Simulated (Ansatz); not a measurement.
The parent structure is InN in the wurtzite structure (space group P6_3mc, No. 186; a = 3.581 Å, c = 5.788 Å).

It is then changed as follows: a hydrostatic pressure of 9 GPa.

Levels (all Ansatz, an electronic-structure program, PAW): PBE (420 eV, spin-orbit coupling left out); r2SCAN (500 eV, no spin-orbit coupling).

The geometry is relaxed with PBE.

| Quantity | Result |
|---|---|
| PBE band gap | zero |
| PBE pressure | 9.0 GPa |

What does r2SCAN give at this geometry for the band gap and pressure?

The band gap changes from zero to 0.16 eV; the pressure decreases by 3.9 GPa to 5.1 GPa.

Single points use the geometry relaxed with PBE. Their cutoffs differ, which shifts pressures a little. Load acts through the strain it causes; cell and atoms are relaxed under it. Whether these cells are dynamically stable was not tested. Tetrahedral semiconductors of this kind turn to denser phases somewhere between about 1 and 50 GPa; those were not computed, so compressed cells here can lie past the real transition. All final runs are without spin polarisation. The zero or small gap of InN can change with the level of theory.
